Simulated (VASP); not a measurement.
# AlNi: convergence, electric field gradients

AlNi, C2/m (no. 12), 2 atoms in the cell. R2SCAN, electric field gradients; PAW potentials Ni_pv, Al (PBE set). VASP 6.6.1.

Wanted: Vzz within 5 %; asymmetry within 0.1.

POSCAR:
```
AlNi
1.0
    2.3006810000     -1.3946800000      0.0000000000
    2.3006810000      1.3946800000      0.0000000000
   -1.3564510000      0.0000000000      3.8808380000
Ni Al
1 1
Direct
    0.5000000000      0.5000000000      0.5000000000
    0.0000000000      0.0000000000      0.0000000000
```

## ENCUT (eV)

| ENCUT (eV) | Vzz, largest deviation against the largest value | Asymmetry, largest deviation | SCF iterations | Time (s) |
|---|---|---|---|---|
| 400 | 0.39 % | 0.00 | 20 | 626 |
| 500 | 0.28 % | 0.00 | 20 | 772 |
| 550 | 0.091 % | 0.00 | 21 | 790 |
| 650 | 0.11 % | 0.00 | 21 | 864 |
| 750 | 0.036 % | 0.00 | 21 | 1045 |
| 950 (reference) | 0 % | 0.00 | 17 | 2067 |

Chosen: 400, the loosest value from which every tighter one stays within half of the tolerance.

## All choices together

| Input | Vzz, largest deviation against the largest value | Asymmetry, largest deviation | Time (s) |
|---|---|---|---|
| defaults, on a 16 × 16 × 10 mesh (naive) | 45 % | 0.07 | 116 |
| chosen settings | 0.39 % | 0.00 | 626 |
| reference settings throughout | 0 % | 0.00 | 2067 |

The chosen settings stay within the tolerance of the reference run, but the reference itself isn't shown to be converged in: k mesh, EDIFF (eV), SIGMA (eV).

Values of the reference run: Vzz: 36.15, -18.77 V/A^2; Asymmetry: 0.106, 0.135 asymmetry, 0 where Vzz is under 0.3 V/A^2.

## The input

INCAR:
```
ALGO = Normal
EDIFF = 1E-7
ENCUT = 400
ISMEAR = 1
ISPIN = 2
KPAR = 2
LASPH = True
LCHARG = False
LEFG = True
LMAXMIX = 4
LMIXTAU = True
LORBIT = 11
LREAL = False
LWAVE = False
MAGMOM = 1 0
METAGGA = R2SCAN
NELM = 120
PREC = Accurate
QUAD_EFG = 162 146.6
SIGMA = 0.1
```

KPOINTS:
```
Automatic mesh
0
Gamma
  20 20 12
  0 0 0
```

Commands:
```
cat potpaw_PBE.64/Ni_pv/POTCAR potpaw_PBE.64/Al/POTCAR > POTCAR
mpirun -np 2 vasp_std > vasp.out
```

The chosen input took VASP 6.6.1 626 s on 2 cores (Intel Xeon 6975P-C (Granite Rapids)), a shared host.

## An input that fails: cutoff far too low

It runs to its end, but against the unchanged starting input it is off by 81 % in the Vzz, 0.09 in the asymmetry.

Changes against the starting input:
```
- ENCUT = 550
+ ENCUT = 180
```
